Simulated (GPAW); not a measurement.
Crystal: C.

```
C
1.0
     2.52210    0.00000    0.00000
    -1.26105    2.18420    0.00000
     0.00000    0.00000    8.23710
C
8
Cartesian
  1.2611 0.7281 6.9501
  0.0000 1.4561 2.8315
  1.2611 0.7281 5.4056
  0.0000 1.4561 1.2870
  0.0000 0.0000 7.4649
  0.0000 0.0000 3.3463
  0.0000 0.0000 4.8908
  0.0000 0.0000 0.7722
```

This is a hexagonal form of diamond, not graphite.

Base run:

```yaml
Program: GPAW 26.7.0
Functional: r2SCAN
Potentials_or_basis: GPAW PAW data sets (gpaw-data 1.2.1)
Cutoff: 800 eV
Basis: pw
k_mesh: 12 × 12 × 4
Occupations: fermi-dirac, width 0.05 eV
Spin: no spin polarisation
```

Its results: band gap on the k mesh 4.64 eV, indirect (least direct gap 5.44 eV); largest force 0.361 eV/Å.

Question: After a change of settings the same cell gave: band gap on the k mesh 4.72 eV, indirect (least direct gap 5.32 eV); largest force 0.344 eV/Å. Which change was it?
A. functional from r2SCAN to vdW-DF2; k mesh from 12 × 12 × 4 to 7 × 7 × 2
B. functional from r2SCAN to PBE
C. functional from r2SCAN to vdW-DF; k mesh from 12 × 12 × 4 to 7 × 7 × 2

Answer: C.

Caveats: the PAW data sets were made with another functional, which shifts forces and pressure a little.

Not every run made on this cell is shown here.
